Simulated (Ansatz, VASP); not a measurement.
One calculation of Au, two programs

INCAR

```
SYSTEM = Au
  PREC = Accurate
  ENCUT = 520
  EDIFF = 1E-6
  ISMEAR = -1
  SIGMA = 0.03
  LREAL = .False.
  LASPH = .True.
  NELM = 150
  ALGO = Normal
  ISIF = 2
  LWAVE = .False.
  LCHARG = .False.
  LMAXMIX = 4
  LDAU = .True.
  LDAUTYPE = 2
  LDAUL = 2
  LDAUU = 2
  LDAUJ = 0
  LDAUPRINT = 1
  GGA = CA
  NBANDS = 12
```

KPOINTS

```
regular mesh
0
Gamma
  15 15 15
  0 0 0
```

File POSCAR:

```
Au
1.0
    0.0000000000      2.1265496363      2.1265496363
    2.1265496363      0.0000000000      2.1265496363
    2.1265496363      2.1265496363      0.0000000000
Au
1
Direct
    0.0000000000      0.0000000000      0.0000000000
```

Input for Ansatz:

```yaml
crystal:
  lattice:
    - [0.0, 2.1265496363, 2.1265496363]
    - [2.1265496363, 0.0, 2.1265496363]
    - [2.1265496363, 2.1265496363, 0.0]
  atoms:
    - { symbol: Au, position: [0.0, 0.0, 0.0] }
kpoints:
  mp_grid: { grid: [15, 15, 15] }
scf:
  occupations: { method: fermi_dirac, width: 0.03 }
hamiltonian:
  xc: lda
  pseudopotentials: { kind: all_electron, lapw: { basis_error: 0.00025 } }
  hubbard: { sites: [{ species: Au, l: d, u_eff: 2.0 }], double_counting: fll }
output:
  forces: true
  stress: true
  eigenvalues: true
```

Alike in both runs: task single point; functional LDA; k mesh 15 × 15 × 15; occupations fermi-dirac, width 0.03 eV; no spin polarisation; Hubbard terms Au d U = 2.0 eV.

|  | VASP | Ansatz |
| --- | --- | --- |
| version | VASP 6.6.1 | Ansatz 0.2.0 |
| potentials or method | VASP PAW LDA potentials, release 64 (Au) | all-electron LAPW, scalar-relativistic |
| plane-wave cutoff (eV) | 520 | see its input |

```tsv
	VASP	Ansatz	Ansatz less VASP
gap on the k mesh at the Fermi level (eV)	none	none	-
pressure (GPa)	-18.4	-17.2	+1.13
```

The programs project onto different local orbitals, so the same U acts differently. A gap of «none» marks a metal or a gap that the smearing closes. Ansatz ran all-electron here, so the differences hold the error of VASP's frozen core and of both bases. Ansatz warned: «filled_band_counts_differ_across_k_points».

Caveats: U without spin polarisation on a metal has little footing; the U is typed as a test and isn't derived for this compound. Spin-orbit coupling is left out, which matters for the levels of Au.
